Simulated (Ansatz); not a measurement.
Crystal: Na2S.

```
CELL_PARAMETERS angstrom
0.00000 3.27350 3.27350
3.27350 0.00000 3.27350
3.27350 3.27350 0.00000
ATOMIC_POSITIONS crystal
S 0.00000 0.00000 0.00000
Na 0.75000 0.75000 0.75000
Na 0.25000 0.25000 0.25000
```

Base run:

```yaml
Program: Ansatz 0.2.0
Functional: HSE06 form with a typed share of exact exchange
Potentials_or_basis: Ansatz PAW
Cutoff: "420 eV (not typed: the program's choice for these potentials)"
k_mesh: 4 × 4 × 4
Occupations: fermi-dirac, width 0.05 eV
Spin: no spin polarisation
```

Its results: band gap on the k mesh 2.86 eV, direct; pressure -0.1 GPa.

**Question.** The run is repeated on the same cell with these changes: screening (1/å) from 0.6 to 0.15. What comes out?

**Answer.** Band gap on the k mesh 3.62 eV, direct; pressure -0.3 GPa.

Caveats: the PAW data sets come from PBE, with cores solved anew for the run's functional, which leaves a small shift of forces and pressure; the thresholds are loose for stress.

